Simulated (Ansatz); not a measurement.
Be: vibrational free energy, entropy and heat capacity

Method: DFT PBE, scalar-relativistic, plane waves, PAW in Ansatz 0.2.0. Settings: 420 eV plane-wave cutoff, Γ-centred 32×32×32 mesh, Fermi-Dirac smearing of 0.15 eV. No spin polarisation. Phonons by linear response, acoustic sum rule imposed.

Relaxed structure:
```yaml
crystal:
  lattice:
    - [0.00000, 1.58005, 1.58005]
    - [1.58005, 0.00000, 1.58005]
    - [1.58005, 1.58005, 0.00000]
  atoms:
    - { symbol: Be, position: [0.00000, 0.00000, 0.00000] }
```

The cell was found from a structure generator's guess, not taken from experiment. In a metal, frequencies and elastic constants depend on the k mesh and the smearing, soft modes and shear constants most. The q mesh is coarse, so values between its points are rough. This form isn't the element's ground state: it lies 82 meV/atom above the standard structure at this level.

Force constants from linear response on a 4×4×4 q mesh, interpolated to a fine mesh.

Question: What is the zero-point energy per atom?

Answer: 90.7 meV.

Question: How large are the vibrational entropy and heat capacity at 300 K?

Answer: S = 1.16 k_B and C_V = 1.93 k_B per atom, 64 % of the Dulong–Petit value.

Question: Tabulate them against temperature.

Answer:
```csv
T (K),F_vib (meV/atom),S (k_B/atom),C_V (k_B/atom)
100,90.6,0.06,0.23
200,88.4,0.52,1.22
300,81.2,1.16,1.93
400,68.5,1.77,2.32
500,50.8,2.32,2.54
600,28.7,2.79,2.67
700,2.8,3.21,2.75
800,-26.5,3.58,2.81
900,-58.9,3.92,2.85
1000,-93.9,4.22,2.87
```
